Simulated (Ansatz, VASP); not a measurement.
## Si16Ge (a cell with a defect): VASP beside Ansatz

```
Si Ge
1.0
     0.00000    5.43000    5.43000
     5.43000    0.00000    5.43000
     5.43000    5.43000    0.00000
Si Ge
16 1
Direct
  0.01251 0.96583 0.00924
  0.15893 0.11356 0.11418
  0.01779 0.99827 0.48593
  0.12777 0.10728 0.63732
  0.01271 0.51281 0.00905
  0.10243 0.60260 0.19269
  0.97606 0.47608 0.57182
  0.12772 0.62786 0.63716
  0.52257 0.02269 0.93229
  0.61353 0.11365 0.11405
  0.49815 0.99827 0.48582
  0.64882 0.14886 0.55354
  0.46562 0.51271 0.00915
  0.61335 0.65909 0.11433
  0.49813 0.51781 0.48604
  0.60727 0.62788 0.63724
  0.81368 0.31405 0.05894
```

Alike in both runs: functional PBE; dispersion D3(BJ); k mesh 2 × 2 × 2; occupations gaussian, width 0.02 eV; no spin polarisation.

Ansatz relaxed the structure, and its values are those at the end. VASP's run is a single point on that final structure, the one shown.

|  | VASP | Ansatz |
| --- | --- | --- |
| version | VASP 6.6.1 | Ansatz 0.2.0 |
| potentials or method | VASP PAW PBE potentials, release 64 (Si, Ge_d) | scalar-relativistic, plane waves, PAW |
| plane-wave cutoff (eV) | 520 | 420 |
| valence electrons in the cell | 78 | 78 |

```tsv
	VASP	Ansatz	Ansatz less VASP
rms of the force components (eV/Å)	0.013	0.012	-0.0006
dispersion energy (meV/atom)	-333.3	-333.4	-0.08
```

Caveats: the k mesh is coarse (spacing up to 0.50 Å⁻¹), so the values aren't converged.
